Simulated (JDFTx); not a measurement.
InPd:

```xyz
2
Lattice="3.2719 0.0000 0.0000 0.0000 3.2719 0.0000 0.0000 0.0000 3.2719" Properties=species:S:1:pos:R:3 pbc="T T T"
In    0.0000    0.0000    0.0000
Pd    1.6359    1.6359    1.6359
```

The cell comes from a database or a generator and needn't be the stable form of this composition.

Base run:

| Item | Value |
| --- | --- |
| Program | JDFTx 1.7.0 (patched build) |
| Functional | PBE |
| Potentials or basis | PseudoDojo-SR-PBE-0.5-standard with smoothed tails |
| Cutoff | 1116 eV |
| Density cutoff | 8925 eV |
| k mesh | 8 × 8 × 8 |
| Occupations | fermi-dirac, width 0.05 eV |
| Spin | no spin polarisation |
| Hubbard terms | Pd d U = 4 eV |

Its results: band gap on the k mesh none (metal or under the smearing width); pressure 2.9 GPa.

**Question.** The run is repeated on the same cell with these changes: hubbard terms from Pd d U = 4 eV to Pd d U = 1 eV. What comes out?

**Answer.** Band gap on the k mesh none (metal or under the smearing width); pressure 3.4 GPa.

Caveats: this set's palladium file may shift the pressure by some GPa; U without spin polarisation on a metal has little footing; the U is typed as a test and isn't derived for this compound; the empty levels aren't tightly converged (some runs).
